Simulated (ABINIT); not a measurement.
Here is an ABINIT 10.8.3 (patched build) calculation.

run.abi

```
# Datasets: ground state, then fixed potential
ndtset 2

# Pseudopotentials
pp_dirpath "./"
pseudos "Mo.GGA_PBE-JTH.xml"

# Structure
acell 3*1.0
rprim
    -2.9929651906     2.9929651906     2.9929651906
     2.9929651906    -2.9929651906     2.9929651906
     2.9929651906     2.9929651906    -2.9929651906
ntypat 1
znucl 42
natom 1
typat 1
xred
     0.0000000000     0.0000000000     0.0000000000

# Plane-wave basis
ecut 15.0
pawecutdg 30.0
pawxcdev 0

# Exchange and correlation
ixc 11

# Bands and occupations
occopt 3
tsmear 0.05 eV

# Spin
nspinor 2
nspden 1
pawspnorb 1

# SCF cycle
nstep 100

# Output
iomode 3
prtwf 0
prteig 0
prtebands 0
enunit 1
prtden1 1

# Dataset 1
kptopt1 4
ngkpt1 12 12 12
nshiftk1 1
shiftk1 0.0 0.0 0.0
nband1 22
tolvrs1 1.0e-9

# Dataset 2: bands along G-H-N-G-P-H
iscf2 -2
getden2 1
nband2 34
nbdbuf2 8
tolwfr2 1.0e-11
kptopt2 -5
ndivsm2 6
prteig2 1
prtvol2 -3
kptbounds2
     0.0000000000     0.0000000000     0.0000000000
     0.5000000000    -0.5000000000     0.5000000000
     0.0000000000     0.0000000000     0.5000000000
     0.0000000000     0.0000000000     0.0000000000
     0.2500000000     0.2500000000     0.2500000000
     0.5000000000    -0.5000000000     0.5000000000
```

Potentials or basis: JTH PAW PBE v2.0.

The run is started by

```bash
$ abinit run.abi > log 2>&1
```

Q: Predict the band gap on the k mesh.

A: None (metal or under the smearing width).

Q: Predict the pressure.

A: -1.6 GPa.

Levels at the corners of the path, in eV from the Fermi level:
```tsv
point	band 12	band 13	band 14	band 15	band 16	band 17
Γ	-1.34	-1.34	-1.34	-1.20	-1.20	1.68
H	-5.26	3.87	3.87	3.87	3.87	4.08
N	-3.28	1.59	1.59	1.69	1.69	2.32
Γ	-1.34	-1.34	-1.34	-1.20	-1.20	1.68
P	-2.49	-2.49	-2.49	2.43	2.43	2.43
H	-5.26	3.87	3.87	3.87	3.87	4.08
```
